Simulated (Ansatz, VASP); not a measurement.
SiO2: VASP beside Ansatz

The input POSCAR:

```
SiO2
1.0
    4.1667000000      0.0000000000      0.0000000000
    0.0000000000      4.1667000000      0.0000000000
    0.0000000000      0.0000000000      2.6645000000
Si O
2 4
Direct
    0.0000000000      0.0000000000      0.0000000000
    0.5000000000      0.5000000000      0.5000000000
    0.3052551835      0.3052551835      0.0000000000
    0.1947448165      0.8052551835      0.5000000000
    0.6947448165      0.6947448165      0.0000000000
    0.8052551835      0.1947448165      0.5000000000
```

Contents of INCAR.step1:

```
ALGO = Normal
EDIFF = 1E-4
ENCUT = 520
GGA = PE
ISMEAR = -1
LASPH = True
LCHARG = False
LREAL = False
LWAVE = True
NBANDS = 25
NELM = 60
PREC = Accurate
SIGMA = 0.02
```

The input INCAR.step2:

```
ALGO = Normal
EDIFF = 1E-8
ENCUT = 520
ISIF = 2
ISMEAR = -1
ISTART = 1
LASPH = True
LCHARG = False
LEFG = True
LMIXTAU = True
LREAL = False
LWAVE = False
METAGGA = R2SCAN
NBANDS = 25
NELM = 60
PREC = Accurate
SIGMA = 0.02
```

The input KPOINTS:

```
k-points
0
Gamma
  7 7 11
```

Input for Ansatz:

```yaml
crystal:
  lattice:
    - [4.1667, 0.0, 0.0]
    - [0.0, 4.1667, 0.0]
    - [0.0, 0.0, 2.6645]
  atoms:
    - { symbol: Si, position: [0.0, 0.0, 0.0] }
    - { symbol: Si, position: [0.5, 0.5, 0.5] }
    - { symbol: O, position: [0.3052551835, 0.3052551835, 0.0] }
    - { symbol: O, position: [0.1947448165, 0.8052551835, 0.5] }
    - { symbol: O, position: [0.6947448165, 0.6947448165, 0.0] }
    - { symbol: O, position: [0.8052551835, 0.1947448165, 0.5] }
kpoints:
  mp_grid: { grid: [7, 7, 11] }
scf:
  occupations: { method: fermi_dirac, width: 0.02 }
hamiltonian:
  xc: r2scan
  pseudopotentials: { kind: paw }
output:
  forces: true
  stress: true
  populations: true
  efg: { quadrupole_moments_barn: { O: -0.02558 }, contact_densities: true }
  write_density: true
  write_potential: true
  elf: true
  volumetric_format: npy
```

Alike in both runs: task electric field gradients; functional r2SCAN; k mesh 7 × 7 × 11; occupations fermi-dirac, width 0.02 eV; no spin polarisation.

|  | VASP | Ansatz |
| --- | --- | --- |
| version | VASP 6.6.1 | Ansatz 0.2.0 |
| potentials or method | VASP PAW PBE potentials, release 64 (Si, O) | plane-wave PAW, scalar-relativistic |
| plane-wave cutoff (eV) | 520 | 500 |
| valence electrons in the cell | 32 | 32 |

Ansatz gave:

```
gap on the k mesh at the Fermi level (eV)                      : 6.66
pressure (GPa)                                                 : 3.0
largest component of the traceless stress (GPa)                : 0.01
rms of the force components (eV/Å)                             : 0.037
Vzz of the field gradient on the site that differs most (V/Å²) : 15.6
```

Q: Estimate VASP's values.

A: gap on the k mesh at the Fermi level (eV): 6.66; pressure (GPa): 3.4; largest component of the traceless stress (GPa): 0.59; rms of the force components (eV/Å): 0.028; Vzz of the field gradient on the site that differs most (V/Å²): 18.2.

Atom by atom the forces differ by 0.009 eV/Å (rms over components). The functional is the same, so the differences come from potentials, cutoffs and numerics.

Caveats: the PAW data sets were made with another functional, which shifts forces and pressure a little (VASP); an odd mesh through Γ misses points on the zone boundary, where band edges often lie. r2SCAN opens gaps a little over a GGA but as a rule still falls short of measured ones.
